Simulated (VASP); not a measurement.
MgSe:

```
CELL_PARAMETERS angstrom
0.00000 2.72550 2.72550
2.72550 0.00000 2.72550
2.72550 2.72550 0.00000
ATOMIC_POSITIONS crystal
Mg 0.00000 0.00000 0.00000
Se 0.50000 0.50000 0.50000
```

| Item | Value |
| --- | --- |
| Program | VASP 6.6.1 |
| Task | relaxation of cell and atoms |
| Functional | PBE |
| Potentials or basis | VASP PAW PBE potentials, release 64 (Mg, Se) |
| Cutoff | 600 eV |
| k mesh | 8 × 8 × 8 |
| Occupations | fermi-dirac, width 0.02 eV |
| Spin | no spin polarisation |

At the start: pressure 1.9 GPa; volume 20.25 Å³/atom.

Question: How do energy, volume and symmetry change on relaxing?

Answer: Over 3 steps the energy falls by 3.5 meV/atom and the volume is 20.84 Å³/atom (+3.0 %); space group Fm-3m (No. 225, to 0.05 Å).

Step by step:
```csv
step,energy change (eV),largest force (eV/Å),pressure (GPa),volume (Å³)
1,0.0000,0.0000,1.91,40.49
2,-0.0067,0.0000,-0.34,41.92
3,-0.0070,0.0000,-0.01,41.69
```

Final structure:
```cif
data_structure
_symmetry_space_group_name_H-M 'P 1'
_symmetry_Int_Tables_number 1
_cell_length_a 3.8920
_cell_length_b 3.8920
_cell_length_c 3.8920
_cell_angle_alpha 60.000
_cell_angle_beta 60.000
_cell_angle_gamma 60.000
_cell_volume 41.69
loop_
_atom_site_label
_atom_site_type_symbol
_atom_site_fract_x
_atom_site_fract_y
_atom_site_fract_z
_atom_site_occupancy
Mg1 Mg 0.00000 0.00000 0.00000 1
Se1 Se 0.50000 0.50000 0.50000 1
```
